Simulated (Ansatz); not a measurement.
# Gallium, omega (AlB2-type) under RPBE: ground state and equation of state

Aim: take gallium in the omega (AlB2-type) structure, relax it, solve it on a dense k-mesh, then scale the cell to 7 volumes from 88 to 112 % of the relaxed one and try a fit of the equation of state. Spin polarisation is left out. The k-meshes are 8×8×11 for the relaxation; 10×10×14 for the dense run; 9×9×12 for the volumes.

Method: DFT RPBE, plane waves (420 eV) with PAW, scalar-relativistic; PBE-made PAW files, in Ansatz 0.2.0.

### Step 1. Starting point

The structure is hexagonal, space group P6/mmm (No. 191). Conventional cell: a = 4.802 Å, b = 4.802 Å, c = 2.944 Å, α = 90.00°, β = 90.00°, γ = 120.00°. Ga (site symmetry 6/mmm) has 14 Ga at 2.94 to 3.14 Å as nearest neighbours. Ga (site symmetry -6m2) has 11 Ga at 2.77 to 3.14 Å as nearest neighbours.

As a file:

```cif
data_structure
_symmetry_space_group_name_H-M 'P 1'
_symmetry_Int_Tables_number 1
_cell_length_a 4.8020
_cell_length_b 4.8020
_cell_length_c 2.9436
_cell_angle_alpha 90.000
_cell_angle_beta 90.000
_cell_angle_gamma 120.000
_cell_volume 58.78
loop_
_atom_site_label
_atom_site_type_symbol
_atom_site_fract_x
_atom_site_fract_y
_atom_site_fract_z
_atom_site_occupancy
Ga1 Ga 0.00000 0.00000 0.00000 1
Ga2 Ga 0.33333 0.66667 0.50000 1
Ga3 Ga 0.66667 0.33333 0.50000 1
```

### Step 2. Relaxing cell and atoms

Contents of input.yaml:

```yaml
crystal:
  lattice:
    - [4.8020307411, 0.0, 0.0]
    - [-2.4010153706, 4.1586806116, 0.0]
    - [0.0, 0.0, 2.9436448443]
  atoms:
    - { symbol: Ga, position: [0.0, 0.0, 0.0] }
    - { symbol: Ga, position: [0.3333333333, 0.6666666667, 0.5] }
    - { symbol: Ga, position: [0.6666666667, 0.3333333333, 0.5] }
hamiltonian:
  xc: rpbe
  pseudopotentials:
    kind: paw
    azcp:
      Ga: "pseudopotentials/Ga.paw.azcp"
basis:
  ecutwfc: 420
  fft_grid_basis: typed
kpoints:
  mp_grid: { grid: [8, 8, 11], shift: [0, 0, 0] }
magnetization:
  spin_polarized: false
scf:
  occupations: { method: fermi_dirac, width: 0.1 }
relax:
  max_steps: 60
  f_tol: 0.01
  cell: {}
```

What it wrote:

```text
Warning: RAYON_NUM_THREADS=2 ignored (pool sized by the plan → 2); use --threads N
Engine: ansatz 0.2.0, x86_64-unknown-linux-gnu
Pseudopotentials: kind: paw
Pseudopotential: Ga, paw, valence charge 13, recommended cutoff 420 eV (normal), <dir>
Functional definition: RPBE
  parameter kappa = 0.804
  parameter beta = 0.06672455060314922
  exchange = rpbe_x(kappa = kappa, mu = beta*pi^2/3)
  correlation = pbe_c(beta = beta)
Crystal: 3 atoms, lattice volume = 58.785 Å³
Basis set: ecut = 420 eV, 1137 PW (Γ), exchange–correlation on 72×72×40 points (8 copies of the dense FFT grid, shifted against one another)
Bands: 24, of which v1, the nominal top of the filled ones, is band 20 counted from 1 (19 counted from 0)
Symmetry: 24 space group operations
Space group: P6/mmm (ITA 191), of the structure as read, at distance tolerance 3.9e-5 Å
k-points: 60 of 704
Non-local potential: Ga, projectors of the file, l = 0: 2, l = 1: 2, l = 2: 3, l = 3: 1
PAW form: soft (Blöchl's): semilocal exchange-correlation on the pseudo side does not see the compensation charge
PAW frozen core: Ga, regenerated for the run's functional, and the local potential with it (the file was generated under x = pbe(κ = 0.804, μ = 0.2195149727645171), c = pbe(β = 0.06672455060314922))
PAW one-centre angular grid: Ga, 590 points (default); XC on 64 Gauss nodes
Initial density: superposition of atomic densities (neutral atoms: chi_scale 0, normalization atom), corrected by the library's trained network
Initial wavefunctions: pseudopotential atomic-orbital guess
Functional: x = rpbe, c = pbe(β = 0.06672455060314922)
SCF iter   1: F=—  HF=-11365.692326 eV  |F-HF|=—  |Δ(HF+E_count)|=         —  Δρ=4.77e-3  dr2=4.31e-3  ethr=1.77e-3  ⟨swp⟩=5.2  Hψ=5562  notcnv=0
preconditioner: auto → none  [metal: Δε(μ)=0.027 eV  Ē_g=15.833 eV  σ=0.100 eV  W_gap=0.07  n_scr=8 (ndim 8)  ℏωp=30.2 eV  f_vac=0.000  D(μ)=1.83/eV (n_scr^D=8)  sad-step TF]
SCF iter   2: F=—  HF=-11365.690408 eV  |F-HF|=—  |Δ(HF+E_count)|=   1.92e-3  Δρ=1.97e-3  dr2=1.16e-3  ethr=1.11e-5  ⟨swp⟩=2.0  Hψ=2948  notcnv=0
SCF iter   3: F=—  HF=-11365.690369 eV  |F-HF|=—  |Δ(HF+E_count)|=   3.81e-5  Δρ=1.09e-3  dr2=2.52e-4  ethr=2.97e-6  ⟨swp⟩=2.8  Hψ=2624  notcnv=0
SCF iter   4: F=—  HF=-11365.690373 eV  |F-HF|=—  |Δ(HF+E_count)|=   3.89e-6  Δρ=8.46e-5  dr2=8.33e-6  ethr=6.45e-7  ⟨swp⟩=2.5  Hψ=2667  notcnv=0
SCF iter   5: F=—  HF=-11365.690355 eV  |F-HF|=—  |Δ(HF+E_count)|=   1.79e-5  Δρ=3.61e-5  dr2=4.01e-7  ethr=2.14e-8  ⟨swp⟩=2.0  Hψ=2617  notcnv=0
SCF iter   6: F=-11365.690356 eV  HF=-11365.690356 eV  |F-HF|=1.92e-8  |Δ(HF+E_count)|=   3.67e-7  Δρ=9.95e-6  dr2=1.90e-8  ethr=2.56e-10  ⟨swp⟩=4.2  Hψ=5274  notcnv=0
SCF 1 converged in 6 iterations: F = -11365.690356 eV  dr2 = 1.90e-8
relax step   1: F+E_penalty+E_count = -11365.69035579 eV  Δ(F+E_penalty+E_count) = +0.000e0 eV  max|allowed force component| = 1.234e-17 eV/Å  Δτ_max = 0.0000 Å  P = +0.927 GPa  Ω = 58.785 Å³  (6 SCF iters, dr2 threshold 1.00e-7 eV, accepted)
Crystal: 3 atoms, lattice volume = 59.978 Å³
Initial density: handed on by an earlier stage of this run
Initial wavefunctions: those handed on with the density
iter 1 solved again at ethr=4.73e-7 eV; its pass at ethr=3.10e-3 eV (dr2=1.84e-4 eV) is discarded
SCF iter   1: F=—  HF=-11365.694255 eV  |F-HF|=—  |Δ(HF+E_count)|=         —  Δρ=5.47e-4  dr2=1.94e-4  ethr=4.73e-7  ⟨swp⟩=2.5  Hψ=8142  notcnv=0
preconditioner: auto → none  [metal: Δε(μ)=0.024 eV  Ē_g=15.742 eV  σ=0.100 eV  W_gap=0.06  n_scr=8 (ndim 8)  ℏωp=29.9 eV  f_vac=0.000  D(μ)=1.85/eV (n_scr^D=8)]
SCF iter   2: F=—  HF=-11365.694194 eV  |F-HF|=—  |Δ(HF+E_count)|=   6.16e-5  Δρ=3.07e-4  dr2=2.75e-5  ethr=4.73e-7  ⟨swp⟩=2.0  Hψ=2563  notcnv=0
SCF iter   3: F=—  HF=-11365.694190 eV  |F-HF|=—  |Δ(HF+E_count)|=   3.69e-6  Δρ=8.45e-5  dr2=4.43e-6  ethr=7.04e-8  ⟨swp⟩=2.0  Hψ=2338  notcnv=0
SCF iter   4: F=-11365.694189 eV  HF=-11365.694189 eV  |F-HF|=3.39e-8  |Δ(HF+E_count)|=   1.08e-6  Δρ=1.84e-5  dr2=9.66e-8  ethr=7.69e-10  ⟨swp⟩=3.0  Hψ=6588  notcnv=0
SCF 2 converged in 4 iterations: F = -11365.694189 eV  dr2 = 9.66e-8
relax step   2: F+E_penalty+E_count = -11365.69418894 eV  Δ(F+E_penalty+E_count) = -3.833e-3 eV  max|allowed force component| = 4.009e-17 eV/Å  Δτ_max = 0.0000 Å  P = +0.067 GPa  Ω = 59.978 Å³  energy of the carried Pulay correction = -3.841e-4 eV  (4 SCF iters, dr2 threshold 3.00e-7 eV, accepted)
Crystal: 3 atoms, lattice volume = 60.230 Å³
Basis set: ecut = 420 eV, 1161 PW (Γ), exchange–correlation on 72×72×40 points (8 copies of the dense FFT grid, shifted against one another)
iter 1 solved again at ethr=1.05e-7 eV; its pass at ethr=3.10e-3 eV (dr2=4.08e-5 eV) is discarded
SCF iter   1: F=—  HF=-11365.695051 eV  |F-HF|=—  |Δ(HF+E_count)|=         —  Δρ=2.83e-4  dr2=6.28e-5  ethr=1.05e-7  ⟨swp⟩=3.0  Hψ=8126  notcnv=0
preconditioner: auto → none  [metal: Δε(μ)=0.043 eV  Ē_g=15.717 eV  σ=0.100 eV  W_gap=0.11  n_scr=8 (ndim 8)  ℏωp=29.9 eV  f_vac=0.000  D(μ)=1.81/eV (n_scr^D=8)]
SCF iter   2: F=—  HF=-11365.695026 eV  |F-HF|=—  |Δ(HF+E_count)|=   2.56e-5  Δρ=1.26e-4  dr2=9.76e-6  ethr=1.05e-7  ⟨swp⟩=2.2  Hψ=2181  notcnv=0
SCF iter   3: F=—  HF=-11365.695025 eV  |F-HF|=—  |Δ(HF+E_count)|=   3.98e-7  Δρ=2.91e-5  dr2=3.85e-7  ethr=2.50e-8  ⟨swp⟩=2.3  Hψ=2559  notcnv=0
SCF iter   4: F=-11365.695025 eV  HF=-11365.695025 eV  |F-HF|=5.70e-9  |Δ(HF+E_count)|=   3.19e-7  Δρ=1.01e-5  dr2=3.07e-8  ethr=7.69e-10  ⟨swp⟩=4.4  Hψ=5386  notcnv=0
SCF 3 converged in 4 iterations: F = -11365.695025 eV  dr2 = 3.07e-8
relax step   3: F+E_penalty+E_count = -11365.69502489 eV  Δ(F+E_penalty+E_count) = -8.360e-4 eV  max|allowed force component| = 2.776e-17 eV/Å  Δτ_max = 0.0000 Å  P = -0.101 GPa  Ω = 60.230 Å³  energy of the carried Pulay correction = -4.635e-4 eV  (4 SCF iters, dr2 threshold 3.00e-7 eV, accepted)
Crystal: 3 atoms, lattice volume = 61.355 Å³
Basis set: ecut = 420 eV, 1217 PW (Γ), exchange–correlation on 72×72×40 points (8 copies of the dense FFT grid, shifted against one another)
iter 1 solved again at ethr=1.06e-5 eV; its pass at ethr=3.10e-3 eV (dr2=4.13e-3 eV) is discarded
SCF iter   1: F=—  HF=-11365.693307 eV  |F-HF|=—  |Δ(HF+E_count)|=         —  Δρ=2.23e-3  dr2=4.39e-3  ethr=1.06e-5  ⟨swp⟩=2.0  Hψ=9156  notcnv=0
preconditioner: auto → Kerker (q_TF=auto, 2.530 Å⁻¹)  [metal: Δε(μ)=0.074 eV  Ē_g=15.645 eV  σ=0.100 eV  W_gap=0.18  n_scr=20 (ndim 8)  ℏωp=29.6 eV  f_vac=0.000  D(μ)=1.51/eV (n_scr^D=8)]
SCF iter   2: F=—  HF=-11365.692884 eV  |F-HF|=—  |Δ(HF+E_count)|=   4.23e-4  Δρ=1.57e-3  dr2=2.25e-3  ethr=1.06e-5  ⟨swp⟩=1.0  Hψ=1440  notcnv=0
SCF iter   3: F=—  HF=-11365.692453 eV  |F-HF|=—  |Δ(HF+E_count)|=   4.31e-4  Δρ=2.91e-4  dr2=7.52e-5  ethr=5.77e-6  ⟨swp⟩=1.9  Hψ=1561  notcnv=0
SCF iter   4: F=—  HF=-11365.692460 eV  |F-HF|=—  |Δ(HF+E_count)|=   7.00e-6  Δρ=1.18e-4  dr2=5.02e-6  ethr=1.93e-7  ⟨swp⟩=2.0  Hψ=2596  notcnv=0
SCF iter   5: F=—  HF=-11365.692463 eV  |F-HF|=—  |Δ(HF+E_count)|=   2.72e-6  Δρ=3.73e-5  dr2=8.62e-7  ethr=1.29e-8  ⟨swp⟩=2.0  Hψ=2531  notcnv=0
SCF iter   6: F=-11365.692463 eV  HF=-11365.692463 eV  |F-HF|=1.44e-7  |Δ(HF+E_count)|=   3.39e-7  Δρ=1.08e-5  dr2=8.12e-8  ethr=5.62e-10  ⟨swp⟩=5.0  Hψ=5967  notcnv=0
SCF 4 converged in 6 iterations: F = -11365.692463 eV  dr2 = 8.12e-8
relax step   4: F+E_penalty+E_count = -11365.69246299 eV  Δ(F+E_penalty+E_count) = +2.562e-3 eV  max|allowed force component| = 2.776e-17 eV/Å  Δτ_max = 0.0000 Å  P = -0.654 GPa  Ω = 61.355 Å³  energy of the carried Pulay correction = -8.082e-4 eV  (6 SCF iters, dr2 threshold 2.19e-7 eV, rejected (line search))
Crystal: 3 atoms, lattice volume = 60.378 Å³
Basis set: ecut = 420 eV, 1169 PW (Γ), exchange–correlation on 72×72×40 points (8 copies of the dense FFT grid, shifted against one another)
iter 1 solved again at ethr=3.75e-6 eV; its pass at ethr=3.10e-3 eV (dr2=1.46e-3 eV) is discarded
SCF iter   1: F=—  HF=-11365.698192 eV  |F-HF|=—  |Δ(HF+E_count)|=         —  Δρ=1.34e-3  dr2=1.51e-3  ethr=3.75e-6  ⟨swp⟩=1.6  Hψ=8640  notcnv=0
preconditioner: auto → none  [metal: Δε(μ)=0.067 eV  Ē_g=15.695 eV  σ=0.100 eV  W_gap=0.16  n_scr=8 (ndim 8)  ℏωp=29.8 eV  f_vac=0.000  D(μ)=1.63/eV (n_scr^D=8)]
SCF iter   2: F=—  HF=-11365.697908 eV  |F-HF|=—  |Δ(HF+E_count)|=   2.83e-4  Δρ=5.62e-4  dr2=2.38e-4  ethr=3.75e-6  ⟨swp⟩=1.1  Hψ=1449  notcnv=0
SCF iter   3: F=—  HF=-11365.697885 eV  |F-HF|=—  |Δ(HF+E_count)|=   2.33e-5  Δρ=8.95e-5  dr2=8.05e-6  ethr=6.11e-7  ⟨swp⟩=2.3  Hψ=1987  notcnv=0
SCF iter   4: F=—  HF=-11365.697876 eV  |F-HF|=—  |Δ(HF+E_count)|=   8.44e-6  Δρ=3.89e-5  dr2=8.15e-7  ethr=2.07e-8  ⟨swp⟩=2.0  Hψ=2630  notcnv=0
SCF iter   5: F=—  HF=-11365.697874 eV  |F-HF|=—  |Δ(HF+E_count)|=   2.76e-6  Δρ=1.54e-5  dr2=6.63e-8  ethr=2.09e-9  ⟨swp⟩=2.0  Hψ=2611  notcnv=0
SCF iter   6: F=—  HF=-11365.697874 eV  |F-HF|=—  |Δ(HF+E_count)|=   8.53e-9  Δρ=2.85e-6  dr2=4.12e-9  ethr=1.70e-10  ⟨swp⟩=2.0  Hψ=2547  notcnv=0
SCF iter   7: F=—  HF=-11365.697874 eV  |F-HF|=—  |Δ(HF+E_count)|=  2.58e-10  Δρ=9.64e-7  dr2=3.34e-10  ethr=1.06e-11  ⟨swp⟩=2.0  Hψ=2622  notcnv=0
SCF iter   8: F=—  HF=-11365.697874 eV  |F-HF|=—  |Δ(HF+E_count)|=  9.82e-11  Δρ=2.90e-7  dr2=4.50e-11  ethr=1.00e-12  ⟨swp⟩=6.0  Hψ=7574  notcnv=0
SCF iter   9: F=-11365.697874 eV  HF=-11365.697874 eV  |F-HF|=1.82e-12  |Δ(HF+E_count)|=  1.82e-12  Δρ=3.27e-8  dr2=2.12e-13  ethr=1.00e-12  ⟨swp⟩=5.8  Hψ=6586  notcnv=0
SCF 5 converged in 9 iterations: F = -11365.697874 eV  dr2 = 2.12e-13
relax step   5: F+E_penalty+E_count = -11365.69787369 eV  Δ(F+E_penalty+E_count) = -2.849e-3 eV  max|allowed force component| = 1.696e-17 eV/Å  Δτ_max = 0.0000 Å  P = -0.174 GPa  Ω = 60.378 Å³  energy of the carried Pulay correction = -5.070e-4 eV  (9 SCF iters, accepted)
Crystal: 3 atoms, lattice volume = 60.165 Å³
iter 1 solved again at ethr=2.45e-7 eV; its pass at ethr=3.10e-3 eV (dr2=9.55e-5 eV) is discarded
SCF iter   1: F=—  HF=-11365.698423 eV  |F-HF|=—  |Δ(HF+E_count)|=         —  Δρ=4.25e-4  dr2=1.47e-4  ethr=2.45e-7  ⟨swp⟩=3.0  Hψ=8473  notcnv=0
preconditioner: auto → none  [metal: Δε(μ)=0.076 eV  Ē_g=15.709 eV  σ=0.100 eV  W_gap=0.18  n_scr=8 (ndim 8)  ℏωp=29.9 eV  f_vac=0.000  D(μ)=1.56/eV (n_scr^D=8)]
SCF iter   2: F=—  HF=-11365.698387 eV  |F-HF|=—  |Δ(HF+E_count)|=   3.54e-5  Δρ=1.77e-4  dr2=2.14e-5  ethr=2.45e-7  ⟨swp⟩=2.2  Hψ=1903  notcnv=0
SCF iter   3: F=—  HF=-11365.698386 eV  |F-HF|=—  |Δ(HF+E_count)|=   1.33e-6  Δρ=4.69e-5  dr2=2.33e-6  ethr=5.49e-8  ⟨swp⟩=2.1  Hψ=2360  notcnv=0
SCF iter   4: F=-11365.698385 eV  HF=-11365.698385 eV  |F-HF|=3.11e-8  |Δ(HF+E_count)|=   9.47e-7  Δρ=1.54e-5  dr2=9.28e-8  ethr=4.65e-10  ⟨swp⟩=3.7  Hψ=6883  notcnv=0
SCF 6 converged in 4 iterations: F = -11365.698385 eV  dr2 = 9.28e-8
relax step   6: F+E_penalty+E_count = -11365.69838517 eV  Δ(F+E_penalty+E_count) = -5.115e-4 eV  max|allowed force component| = 3.855e-17 eV/Å  Δτ_max = 0.0000 Å  P = -0.004 GPa  Ω = 60.165 Å³  energy of the carried Pulay correction = -4.378e-4 eV  (4 SCF iters, dr2 threshold 1.81e-7 eV, accepted)
Basis set: ecut = 420 eV, 1169 PW (Γ), exchange–correlation on 64×64×48 points (8 copies of the dense FFT grid, shifted against one another)
Initial wavefunctions: pseudopotential atomic-orbital guess (no wavefunctions were taken with the density)
iter 1 solved again at ethr=2.01e-8 eV; its pass at ethr=3.10e-3 eV (dr2=7.85e-6 eV) is discarded
SCF iter   1: F=—  HF=-11365.697783 eV  |F-HF|=—  |Δ(HF+E_count)|=         —  Δρ=4.73e-4  dr2=3.10e-6  ethr=2.01e-8  ⟨swp⟩=3.0  Hψ=8998  notcnv=0
preconditioner: auto → none  [metal: Δε(μ)=0.078 eV  Ē_g=15.711 eV  σ=0.100 eV  W_gap=0.19  n_scr=8 (ndim 8)  ℏωp=29.9 eV  f_vac=0.000  D(μ)=1.56/eV (n_scr^D=8)]
SCF iter   2: F=—  HF=-11365.698518 eV  |F-HF|=—  |Δ(HF+E_count)|=   7.35e-4  Δρ=2.37e-4  dr2=8.62e-7  ethr=7.95e-9  ⟨swp⟩=2.2  Hψ=2627  notcnv=0
SCF iter   3: F=—  HF=-11365.698741 eV  |F-HF|=—  |Δ(HF+E_count)|=   2.23e-4  Δρ=2.48e-5  dr2=1.10e-7  ethr=2.21e-9  ⟨swp⟩=2.0  Hψ=2610  notcnv=0
SCF iter   4: F=—  HF=-11365.698743 eV  |F-HF|=—  |Δ(HF+E_count)|=   1.71e-6  Δρ=2.01e-6  dr2=1.50e-9  ethr=2.82e-10  ⟨swp⟩=2.0  Hψ=2623  notcnv=0
SCF iter   5: F=—  HF=-11365.698743 eV  |F-HF|=—  |Δ(HF+E_count)|=   6.38e-9  Δρ=6.36e-7  dr2=1.32e-10  ethr=3.84e-12  ⟨swp⟩=2.0  Hψ=2605  notcnv=0
SCF iter   6: F=-11365.698743 eV  HF=-11365.698743 eV  |F-HF|=7.28e-12  |Δ(HF+E_count)|=  2.18e-11  Δρ=1.55e-7  dr2=1.40e-11  ethr=1.00e-12  ⟨swp⟩=5.7  Hψ=6733  notcnv=0
SCF 7 converged in 6 iterations: F = -11365.698743 eV  dr2 = 1.40e-11
relax step   7: F+E_penalty+E_count = -11365.69874308 eV  Δ(F+E_penalty+E_count) = -3.579e-4 eV  max|allowed force component| = 2.776e-17 eV/Å  Δτ_max = 0.0000 Å  P = -0.009 GPa  Ω = 60.165 Å³  stress off target by 4.56e-2 GPa  SCF on the basis re-selected at this cell (its energy is not comparable with the rows above)  (6 SCF iters)
basis re-selected at this cell: Δ(F+E_penalty+E_count) = -3.579e-4 eV, ΔP = -0.006 GPa vs the last step (what re-selecting the basis moved, of the pressure what is left beyond the Pulay correction that the steps carried, after the strain that the cell walked since its last selection, with what the two solves' SCF thresholds leave and, on support functions, any second-order correction that the steps lacked; it is no measure of the basis error at this ecutwfc). The dense FFT grid was sized anew with the basis: this SCF ran on 32×32×24 points, the steps before it on 36×36×20, so part of this shift can come from that change (see relax.cell in the input reference). This SCF's stress stands 4.56e-2 GPa from its target on what of the cell is left free (relax.cell.stress_tol is 5.00e-2 GPa) and its largest allowed force component is 2.78e-17 eV/Å (relax.f_tol is 1.00e-2 eV/Å): within both
SCF converged after 6 iterations
Free energy (F): -11365.698743 eV
Harris-Foulkes:  -11365.698743 eV  (|F-HF|=7.28e-12)
Internal energy: -11365.648154 eV  (E = F + TS)
E sigma→0 (E₀):  -11365.673448 eV
Entropy (-TS):   -0.050589 eV (-16.863 meV/atom)
Fermi energy:    9.122727 eV
--- Per-component energies (eV) ---
  E_band       = -129.600962
  E_kinetic    = 341.502553
  E_local      = -5492.211534  (includes V_loc(G=0)·N_el)
  E_nonlocal   = 1266.053079
  E_hartree    = 2570.512409
  E_xc         = -207.243202
  E_vxc        = -172.306025  (∫ρ·V_xc dr)
  E_paw        = -5973.101228  (= ΣΔE_a)
  E_vpaw       = -1213.663753  (= ΣTr[D̂ρ^β])
  E_aug_tail   = -0.000284  (compensation charges beyond the density's cutoff)
  E_ewald      = -3870.787738
  E_core_change = -0.372209  (= ΣΔE_core)
  E_smearing   = -0.050589  (= −TS)
  E_closure    = 0.000000  (closes the sum)
  Σ components = -11365.698743   (vs F -11365.698743, Δ=0.00e0)
--- Forces (eV/Å), atoms counted from 1 ---
  atom   1  Ga     0.00000000     0.00000000     0.00000000
  atom   2  Ga    -0.00000000     0.00000000    -0.00000000
  atom   3  Ga     0.00000000     0.00000000     0.00000000
  max |Σ_I F_I| component: 1.37e-29 eV/Å
--- Stress (GPa, compression-positive) ---
        0.008758      -0.000000       0.000000
       -0.000000       0.008758       0.000000
        0.000000       0.000000      -0.045578
  P = ⅓ Tr σ = -0.0094 GPa (-0.094 kbar)
--- Relaxed structure (6 steps of the walk, 5 accepted, 1 SCFs on fresh bases) ---
  F+E_penalty+E_count = -11365.69874308 eV   max|allowed force component| = 2.776e-17 eV/Å   (the final SCF, on the basis selected at the relaxed cell)
  cell:  # Å, volume = 60.1655 Å³
    - [4.765148119909833, 2.8645761840632406e-11, 0.0]
    - [-2.3825740599797247, 4.126739324623249, 0.0]
    - [0.0, 0.0, 3.059595240400802]
  atoms:
    - { symbol: Ga, position: [1.7899387312243635e-35, 2.006813507744872e-34, 0.0] }
    - { symbol: Ga, position: [0.3333333333333333, 0.6666666666666666, 0.5] }
    - { symbol: Ga, position: [0.6666666666666667, 0.3333333333333333, 0.5] }
```

It took 11 s on 2 threads of Intel Xeon Platinum 8375C at 2.90GHz (Ice Lake), shared host; peak memory 0.45 GiB.

The steps of the relaxation:

```tsv
step	energy change (meV/atom)	largest force (eV/Å)	pressure (GPa)	volume (Å³/atom)	accepted
1	0.00	0.0000	0.93	19.595	yes
2	-1.28	0.0000	0.07	19.993	yes
3	-1.56	0.0000	-0.10	20.077	yes
4	-0.70	0.0000	-0.65	20.452	no
5	-2.51	0.0000	-0.17	20.126	yes
6	-2.68	0.0000	0.00	20.055	yes
7	-2.80	0.0000	-0.01	20.055	yes
```

Steps that repeat a cell are solved on a basis chosen anew, so their changes of energy are no gain of the relaxation.

The cell of the run, before and after:

|  | before | after | change |
| --- | --- | --- | --- |
| a (Å) | 4.802 | 4.765 | -0.8 % |
| b (Å) | 4.802 | 4.765 | -0.8 % |
| c (Å) | 2.944 | 3.060 | +3.9 % |
| volume (Å³/atom) | 19.595 | 20.055 | +2.3 % |
| shortest distance (Å) | 2.772 | 2.751 | -0.8 % |
| space group (spins left aside) | P6/mmm | P6/mmm | same |

### Step 3. The energy on a finer k-mesh

Contents of input.yaml:

```yaml
crystal:
  lattice:
    - [4.7651481199, 0.0, 0.0]
    - [-2.38257406, 4.1267393246, 0.0]
    - [0.0, 0.0, 3.0595952404]
  atoms:
    - { symbol: Ga, position: [0.0, 0.0, 0.0] }
    - { symbol: Ga, position: [0.3333333333, 0.6666666667, 0.5] }
    - { symbol: Ga, position: [0.6666666667, 0.3333333333, 0.5] }
hamiltonian:
  xc: rpbe
  pseudopotentials:
    kind: paw
    azcp:
      Ga: "pseudopotentials/Ga.paw.azcp"
basis:
  ecutwfc: 420
  fft_grid_basis: typed
kpoints:
  mp_grid: { grid: [10, 10, 14], shift: [0, 0, 0] }
magnetization:
  spin_polarized: false
scf:
  occupations: { method: fermi_dirac, width: 0.1 }
```

What it wrote, cut to the lines that bear on the results:

```text
Warning: RAYON_NUM_THREADS=2 ignored (pool sized by the plan → 2); use --threads N
[...]
Pseudopotentials: kind: paw
Pseudopotential: Ga, paw, valence charge 13, recommended cutoff 420 eV (normal), <dir>
Functional definition: RPBE
[...]
Crystal: 3 atoms, lattice volume = 60.165 Å³
Basis set: ecut = 420 eV, 1169 PW (Γ)
Bands: 24, of which v1, the nominal top of the filled ones, is band 20 counted from 1 (19 counted from 0)
Symmetry: 24 space group operations
Space group: P6/mmm (ITA 191), of the structure as read, at distance tolerance 3.9e-5 Å
k-points: 112 of 1400
[...]
SCF iter   1: F=—  HF=-11365.704707 eV  |F-HF|=—  |Δ(HF+E_count)|=         —  Δρ=4.60e-3  dr2=4.25e-3  ethr=1.77e-3  ⟨swp⟩=5.2  Hψ=10401  notcnv=0
[...]
SCF iter   6: F=-11365.702712 eV  HF=-11365.702711 eV  |F-HF|=6.78e-8  |Δ(HF+E_count)|=   3.99e-7  Δρ=1.50e-5  dr2=3.96e-8  ethr=2.56e-10  ⟨swp⟩=3.0  Hψ=7273  notcnv=0
[...]
SCF converged after 6 iterations
Free energy (F): -11365.702712 eV
[...]
E sigma→0 (E₀):  -11365.679392 eV
Entropy (-TS):   -0.046639 eV (-15.546 meV/atom)
Fermi energy:    9.035009 eV
[...]
```

Run time: 2.4 s. Hardware: 2 threads of Intel Xeon Platinum 8375C at 2.90GHz (Ice Lake), shared host; peak memory 0.45 GiB.

### Step 4. Equation of state: 88 %

Edit input.yaml of step 3 so:

```diff
@@ -2,5 +2,5 @@
   lattice:
-    - [4.7651481199, 0.0, 0.0]
-    - [-2.38257406, 4.1267393246, 0.0]
-    - [0.0, 0.0, 3.0595952404]
+    - [4.5663650647, 0.0, 0.0]
+    - [-2.2831825324, 3.954588149, 0.0]
+    - [0.0, 0.0, 2.9319610779]
   atoms:
@@ -19,3 +19,3 @@
 kpoints:
-  mp_grid: { grid: [10, 10, 14], shift: [0, 0, 0] }
+  mp_grid: { grid: [9, 9, 12], shift: [0, 0, 0] }
 magnetization:
@@ -24 +24,4 @@
   occupations: { method: fermi_dirac, width: 0.1 }
+  lower_state_search: "off"
+output:
+  stress: true
```

What it wrote, cut to the lines that bear on the results:

```text
Warning: RAYON_NUM_THREADS=2 ignored (pool sized by the plan → 2); use --threads N
[...]
Pseudopotentials: kind: paw
Pseudopotential: Ga, paw, valence charge 13, recommended cutoff 420 eV (normal), <dir>
Functional definition: RPBE
[...]
Crystal: 3 atoms, lattice volume = 52.946 Å³
Basis set: ecut = 420 eV, 1023 PW (Γ)
Bands: 24, of which v1, the nominal top of the filled ones, is band 20 counted from 1 (19 counted from 0)
Symmetry: 24 space group operations
Space group: P6/mmm (ITA 191), of the structure as read, at distance tolerance 3.8e-5 Å
k-points: 84 of 972
[...]
SCF iter   1: F=—  HF=-11365.541653 eV  |F-HF|=—  |Δ(HF+E_count)|=         —  Δρ=5.00e-3  dr2=4.42e-3  ethr=1.77e-3  ⟨swp⟩=5.2  Hψ=8132  notcnv=0
[...]
SCF iter   7: F=-11365.539560 eV  HF=-11365.539560 eV  |F-HF|=2.01e-8  |Δ(HF+E_count)|=   8.06e-8  Δρ=6.93e-6  dr2=1.26e-8  ethr=2.56e-10  ⟨swp⟩=4.5  Hψ=7607  notcnv=0
[...]
SCF converged after 7 iterations
Free energy (F): -11365.539560 eV
[...]
E sigma→0 (E₀):  -11365.514991 eV
Entropy (-TS):   -0.049137 eV (-16.379 meV/atom)
Fermi energy:    10.764129 eV
[...]
--- Stress (GPa, compression-positive) ---
        7.877595       0.000000       0.000000
        0.000000       7.877595       0.000000
        0.000000       0.000000       6.513631
  P = ⅓ Tr σ = 7.4229 GPa (74.229 kbar)
```

Run time: 2.1 s. Hardware: 2 threads of Intel Xeon Platinum 8375C at 2.90GHz (Ice Lake), shared host; peak memory 0.4 GiB.

[end of part 1 of 2]
